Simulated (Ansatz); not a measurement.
**One atom moved along a line in CuO**

All numbers below come from DFT PBE, scalar-relativistic, plane waves, PAW (Ansatz). Settings: plane waves to 420 eV, k-mesh 16×16×10 (Γ-centred), Gaussian smearing 0.15 eV. No spin polarisation. Energies are free energies at this smearing, counted from the undisturbed cell; pressure is positive in compression.

Zero of the scan (relaxed at this level; this form isn't the usual structure):

```
Cu O
1.0
     2.08215   -2.08794    0.00000
     2.08215    2.08794    0.00000
     0.00000    0.00000    5.15126
Cu O
2 2
Cartesian
  1.0411 1.0440 0.0000
  1.0411 -1.0440 2.5756
  2.0821 0.0000 1.2878
  2.0821 0.0000 3.8634
```

Atom 3 (O) is moved by x along the Cartesian unit vector (-0.532, 0.533, -0.658); the cell and all other atoms stay fixed. The cell is metallic on the mesh throughout.

| x (Å) | ΔE (meV/cell) | force along x on the moved atoms (eV/Å) | pressure (GPa) |
| --- | --- | --- | --- |
| -0.2000 | 154.0 | 1.38 | 1.5 |
| -0.1200 | ? | 0.94 | ? |
| 0.0000 | 0.0 | 0.00 | 0.0 |
| 0.1600 | 154.6 | -2.17 | 1.6 |

Q: Give the withheld values.

A: ΔE (meV/cell) at x (Å) = -0.1200: 60.4; pressure (GPa) at x (Å) = -0.1200: 0.6.

Cost: 4 runs of about 7.3 core-minutes in all, on Arm Neoverse V1 (shared hosts).